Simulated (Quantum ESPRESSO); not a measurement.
The system is Pd.

```xyz
1
Lattice="0.0000 1.9465 1.9465 1.9465 0.0000 1.9465 1.9465 1.9465 0.0000" Properties=species:S:1:pos:R:3 pbc="T T T"
Pd    0.0000    0.0000    0.0000
```

Base run:

- Program: Quantum ESPRESSO 7.5
- Functional: AM05
- Potentials or basis: SG15 PBE 1.2
- Cutoff: 952 eV
- Density cutoff: 3810 eV
- k mesh: 12 × 12 × 12
- Occupations: fermi-dirac, width 0.05 eV
- Spin: no spin polarisation

Its results: band gap on the k mesh none (metal or under the smearing width); pressure -4.0 GPa.

The run is repeated on the same cell with these changes: functional from AM05 to PBEsol. What comes out?

Band gap on the k mesh none (metal or under the smearing width); pressure -3.1 GPa.

Caveats: the potentials were made for another functional, which shifts forces and pressure.
